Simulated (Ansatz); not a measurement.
Input and command of a calculation in Ansatz (plane waves; scalar-relativistic PAW potentials unless the input names others):

```yaml
crystal:
  lattice:
    - [2.45020965, 0.0, 0.0]
    - [-1.22510483, 2.1219438, 0.0]
    - [0.0, 0.0, 2.81669638]
  atoms:
    - { symbol: Mg, position: [0.0, 0.0, 0.0] }
    - { symbol: B, position: [0.66666667, 0.33333333, 0.5] }
    - { symbol: B, position: [0.33333333, 0.66666667, 0.5] }
basis:
  ecutwfc: 420
kpoints:
  mp_grid: { grid: [18, 18, 14] }
hamiltonian:
  xc: pbe
scf:
  occupations: { method: gaussian, width: 0.1 }
  max_iter: 60
output:
  forces: true
  eigenvalues: true
  stress: true
relax:
  adjacent_minimum: "off"
  f_tol: 0.01
  max_steps: 80
  cell: { stress_tol: 0.05 }
```

```bash
ansatz run input.yaml --threads 1 --pin off --max-ram 2560MiB --backend cpu --events-out ev --progress --plain --runs-dir out
```

Abridged log:
```
The last accepted step is kept in <dir> (removed where the run ends without a failure and the disk answers)
Pseudopotentials: kind: paw
Pseudopotential: Mg, paw, valence charge 10, recommended cutoff 420 eV (normal)
Pseudopotential: B, paw, valence charge 3, recommended cutoff 420 eV (normal)
Functional definition: PBE
Crystal: 3 atoms, lattice volume = 14.645 Å³
Basis set: ecut = 420 eV, 291 PW (Γ), exchange–correlation on 36×36×40 points (8 copies of the dense FFT grid, shifted against one another)
Bands: 12, of which v1, the nominal top of the filled ones, is band 8 counted from 1 (7 counted from 0)
Symmetry: 24 space group operations
Space group: P6/mmm (ITA 191), of the structure as read, at distance tolerance 2.4e-5 Å
k-points: 296 of 4536
Initial density: superposition of atomic densities (neutral atoms: chi_scale 0, normalization atom), corrected by the library's trained network
Initial wavefunctions: pseudopotential atomic-orbital guess
Functional: x = pbe(κ = 0.804, μ = 0.21951497), c = pbe(β = 0.06672455)
SCF iter   1: F=—  HF=-2226.954847 eV  |F-HF|=—  |Δ(HF+E_count)|=         —  Δρ=1.90e-2  dr2=3.12e-2  ethr=1.77e-3  ⟨swp⟩=5.2  Hψ=21170  notcnv=0
SCF iter   2: F=—  HF=-2226.946655 eV  |F-HF|=—  |Δ(HF+E_count)|=   8.19e-3  Δρ=1.14e-2  dr2=1.20e-2  ethr=1.95e-4  ⟨swp⟩=1.5  Hψ=6070  notcnv=0  defer=3
SCF iter   3: F=—  HF=-2226.942007 eV  |F-HF|=—  |Δ(HF+E_count)|=   4.65e-3  Δρ=1.03e-3  dr2=1.14e-4  ethr=7.50e-5  ⟨swp⟩=2.8  Hψ=5655  notcnv=0  defer=3
SCF iter   4: F=—  HF=-2226.942016 eV  |F-HF|=—  |Δ(HF+E_count)|=   8.91e-6  Δρ=2.77e-4  dr2=1.30e-5  ethr=7.15e-7  ⟨swp⟩=2.1  Hψ=5823  notcnv=0  defer=3
SCF iter   5: F=—  HF=-2226.942010 eV  |F-HF|=—  |Δ(HF+E_count)|=   5.96e-6  Δρ=7.07e-5  dr2=7.12e-7  ethr=8.13e-8  ⟨swp⟩=2.0  Hψ=4529  notcnv=0  defer=3
SCF iter   6: F=-2226.942010 eV  HF=-2226.942010 eV  |F-HF|=4.75e-9  |Δ(HF+E_count)|=   2.28e-7  Δρ=9.15e-6  dr2=6.45e-9  ethr=6.25e-10  ⟨swp⟩=6.4  Hψ=17272  notcnv=0
SCF 1 converged in 6 iterations: F = -2226.942010 eV  dr2 = 6.45e-9
relax step   1: F+E_penalty+E_count = -2226.94201009 eV  Δ(F+E_penalty+E_count) = +0.000e0 eV  max|allowed force component| = 8.327e-17 eV/Å  Δτ_max = 0.0000 Å  P = +345.495 GPa  Ω = 14.645 Å³  (6 SCF iters, dr2 threshold 1.00e-7 eV, accepted)
Crystal: 3 atoms, lattice volume = 16.580 Å³
Basis set: ecut = 420 eV, 339 PW (Γ), exchange–correlation on 36×36×40 points (8 copies of the dense FFT grid, shifted against one another)
Initial density: handed on by an earlier stage of this run
Initial wavefunctions: those handed on with the density
SCF iter   1: F=—  HF=-2230.580423 eV  |F-HF|=—  |Δ(HF+E_count)|=         —  Δρ=3.98e-2  dr2=3.77e-1  ethr=2.35e-3  ⟨swp⟩=1.0  Hψ=24826  notcnv=0
SCF iter   2: F=—  HF=-2230.431178 eV  |F-HF|=—  |Δ(HF+E_count)|=   1.49e-1  Δρ=7.27e-3  dr2=5.65e-3  ethr=2.35e-3  ⟨swp⟩=2.3  Hψ=5994  notcnv=0
   ...
SCF iter   3: F=-2236.023293 eV  HF=-2236.023293 eV  |F-HF|=3.98e-8  |Δ(HF+E_count)|=   7.44e-8  Δρ=2.61e-5  dr2=6.91e-8  ethr=1.87e-9  ⟨swp⟩=5.0  Hψ=15287  notcnv=0
SCF 11 converged in 3 iterations: F = -2236.023293 eV  dr2 = 6.91e-8
relax step  11: F+E_penalty+E_count = -2236.02329303 eV  Δ(F+E_penalty+E_count) = -1.234e-4 eV  max|allowed force component| = 2.313e-16 eV/Å  Δτ_max = 0.0000 Å  P = -0.035 GPa  Ω = 28.873 Å³  energy of the carried Pulay correction = -1.829e-3 eV  (3 SCF iters, dr2 threshold 3.00e-7 eV, accepted)
Crystal: 3 atoms, lattice volume = 28.868 Å³
SCF iter   1: F=—  HF=-2236.023278 eV  |F-HF|=—  |Δ(HF+E_count)|=         —  Δρ=2.96e-5  dr2=4.53e-7  ethr=2.73e-9  ⟨swp⟩=2.3  Hψ=22936  notcnv=0
SCF iter   2: F=-2236.023303 eV  HF=-2236.023303 eV  |F-HF|=3.85e-9  |Δ(HF+E_count)|=   2.53e-5  Δρ=8.69e-6  dr2=8.11e-9  ethr=5.89e-11  ⟨swp⟩=3.6  Hψ=14227  notcnv=0
SCF 12 converged in 2 iterations: F = -2236.023303 eV  dr2 = 8.11e-9
relax step  12: F+E_penalty+E_count = -2236.02330348 eV  Δ(F+E_penalty+E_count) = -1.045e-5 eV  max|allowed force component| = 9.252e-17 eV/Å  Δτ_max = 0.0000 Å  P =  0.000 GPa  Ω = 28.868 Å³  energy of the carried Pulay correction = -1.820e-3 eV  (2 SCF iters, dr2 threshold 9.42e-9 eV, accepted)
SCF iter   1: F=—  HF=-2236.025034 eV  |F-HF|=—  |Δ(HF+E_count)|=         —  Δρ=1.28e-4  dr2=4.01e-7  ethr=5.12e-8  ⟨swp⟩=3.2  Hψ=29256  notcnv=0
SCF iter   2: F=—  HF=-2236.025065 eV  |F-HF|=—  |Δ(HF+E_count)|=   3.10e-5  Δρ=6.52e-5  dr2=1.07e-7  ethr=2.51e-9  ⟨swp⟩=2.0  Hψ=4680  notcnv=0
SCF iter   3: F=—  HF=-2236.025067 eV  |F-HF|=—  |Δ(HF+E_count)|=   1.93e-6  Δρ=4.95e-6  dr2=1.04e-8  ethr=6.69e-10  ⟨swp⟩=2.0  Hψ=4721  notcnv=0
SCF iter   4: F=—  HF=-2236.025067 eV  |F-HF|=—  |Δ(HF+E_count)|=  8.88e-10  Δρ=7.37e-7  dr2=4.87e-11  ethr=6.48e-11  ⟨swp⟩=2.1  Hψ=4525  notcnv=0
SCF iter   5: F=-2236.025067 eV  HF=-2236.025067 eV  |F-HF|=1.36e-12  |Δ(HF+E_count)|=  7.23e-11  Δρ=1.54e-7  dr2=1.97e-12  ethr=1.00e-12  ⟨swp⟩=5.7  Hψ=14203  notcnv=0
SCF 13 converged in 5 iterations: F = -2236.025067 eV  dr2 = 1.97e-12
SCF converged after 5 iterations
Free energy (F): -2236.025067 eV
Harris-Foulkes:  -2236.025067 eV  (|F-HF|=1.36e-12)
Internal energy: -2236.022174 eV  (E = F + TS)
E sigma→0 (E₀):  -2236.023620 eV
Entropy (-TS):   -0.002893 eV (-0.964 meV/atom)
Fermi energy:    9.277332 eV
--- Forces (eV/Å), atoms counted from 1 ---
  atom   1  Mg     0.00000000     0.00000000     0.00000000
  atom   2  B      0.00000000     0.00000000     0.00000000
  atom   3  B      0.00000000     0.00000000     0.00000000
--- Stress (GPa, compression-positive) ---
       -0.017239       0.000000       0.000000
        0.000000      -0.017239       0.000000
        0.000000       0.000000      -0.013631
  P = ⅓ Tr σ = -0.0160 GPa (-0.160 kbar)
--- Relaxed structure (11 steps of the walk, 11 accepted, 2 SCFs on fresh bases) ---
  F+E_penalty+E_count = -2236.02506680 eV   max|allowed force component| = 1.419e-16 eV/Å   (the final SCF, on the basis selected at the relaxed cell)
  cell:  # Å, volume = 28.8683 Å³
    - [3.07534257, 3.62326107e-9, 0.0]
    - [-1.53767128, 2.66332479, 0.0]
    - [0.0, 0.0, 3.52455473]
  atoms:
    - { symbol: Mg, position: [0.0, 0.0, 0.0] }
    - { symbol: B, position: [0.66666666, 0.33333333, 0.5] }
    - { symbol: B, position: [0.33333333, 0.66666666, 0.5] }
```

One setting here is unusual or wrong in general: a lattice far too small (lattice vectors times 0.800). For this cell it did little harm to the result, because the relaxation undid it: the run converged in 66 SCF iterations over all its steps (reference: 19) with an energy at zero smearing within 0.01 meV/atom of the reference's, a relaxed volume of 9.62 Å³/atom, pressure -0.02 GPa, largest force 0.000 eV/Å, no gap on the mesh. A reference run of the cell with lattice vectors 3.0628 0.0000 0.0000; -1.5314 2.6524 0.0000; 0.0000 0.0000 3.5209 Å and the atoms in their places converged, and the end of its own relaxation has a relaxed volume of 9.62 Å³/atom, pressure 0.01 GPa, largest force 0.000 eV/Å, no gap on the mesh.

It took 69 s on 1 thread of Arm Neoverse V1, on a shared host, peak memory 0.37 GiB.